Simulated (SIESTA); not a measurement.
WC (Qusongite):

```
CELL_PARAMETERS angstrom
2.90650 0.00000 0.00000
-1.45325 2.51710 0.00000
0.00000 0.00000 2.83660
ATOMIC_POSITIONS crystal
W 0.00000 0.00000 0.00000
C 0.66667 0.33333 0.50000
```

| Item | Value |
| --- | --- |
| Program | SIESTA 5.4.2 |
| Task | relaxation of cell and atoms |
| Functional | VV10 |
| Potentials or basis | PseudoDojo 0.4 standard (PBE files) |
| Basis | DZP (energy shift 0.003 Ry; two zetas on semicore shells) |
| Grid cutoff | 800 Ry |
| Energy shift | 0.003 Ry |
| k mesh | 6 × 6 × 5 |
| Occupations | fermi-dirac, width 0.05 eV |
| Spin | no spin polarisation |

At the start: pressure 19.3 GPa; volume 10.38 Å³/atom.

Question: How do energy, volume and symmetry change on relaxing?

Answer: Over 6 steps the energy falls by 30.4 meV/atom and the volume is 10.90 Å³/atom (+5.0 %); space group P-6m2 (No. 187, to 0.05 Å).

Step by step:
| step | energy change (eV) | largest force (eV/Å) | pressure (GPa) | volume (Å³) |
| --- | --- | --- | --- | --- |
| 1 | 0.0000 | 0.0000 | 19.31 | 20.75 |
| 2 | -0.0483 | 0.0000 | 8.10 | 21.32 |
| 3 | -0.0605 | 0.0000 | 0.35 | 21.76 |
| 4 | -0.0608 | 0.0000 | -0.11 | 21.79 |
| 5 | -0.0609 | 0.0000 | -0.18 | 21.80 |
| 6 | -0.0609 | 0.0000 | -0.03 | 21.79 |

Final structure:
```
CELL_PARAMETERS angstrom
2.96082 0.00000 0.00000
-1.48041 2.56415 0.00000
0.00000 0.00000 2.87031
ATOMIC_POSITIONS crystal
W 0.00000 0.00000 0.00000
C 0.66667 0.33333 0.50000
```

Caveat: the k mesh is coarse (spacing up to 0.44 Å⁻¹), so the values aren't converged; short orbitals over semicore shells can move pressures by several GPa; the non-local part is tabulated coarsely and may be off by about a percent; the potentials were made for another functional, which shifts forces and pressure; the basis of atomic orbitals isn't converged, which shifts pressures, moduli and gaps.
